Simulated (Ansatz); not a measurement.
The system is HgSe.

```xyz
2
Lattice="0.0000 3.0390 3.0390 3.0390 0.0000 3.0390 3.0390 3.0390 0.0000" Properties=species:S:1:pos:R:3 pbc="T T T"
Hg    0.0000    0.0000    0.0000
Se    4.5585    4.5585    4.5585
```

* Program: Ansatz 0.2.0
* Task: relaxation of cell and atoms
* Functional: BLYP
* Dispersion: D4
* Potentials or basis: all-electron LAPW, scalar-relativistic
* Basis error allowed: 0.001 eV/atom
* k mesh: 8 × 8 × 8
* Occupations: fermi-dirac, width 0.05 eV
* Spin: no spin polarisation

At the start: volume 28.07 Å³/atom.

Problem. How do energy, volume and symmetry change on relaxing?

Solution. Over 5 steps the energy falls by 25.9 meV/atom and the volume is 30.25 Å³/atom (+7.8 %); space group F-43m (No. 216, to 0.05 Å).

The path:
| step | energy change (eV) | largest force (eV/Å) | volume (Å³) |
| --- | --- | --- | --- |
| 1 | 0.0000 | 0.0000 | 56.13 |
| 2 | -0.0478 | 0.0000 | 61.85 |
| 3 | -0.0516 | 0.0000 | 60.71 |
| 4 | -0.0517 | 0.0000 | 60.51 |
| 5 | -0.0517 | 0.0000 | 60.51 |

Final structure:
```
Hg Se
1.0
     0.00000    3.11601    3.11601
     3.11601    0.00000    3.11601
     3.11601    3.11601    0.00000
Hg Se
1 1
Cartesian
  0.0000 0.0000 0.0000
  4.6740 4.6740 4.6740
```
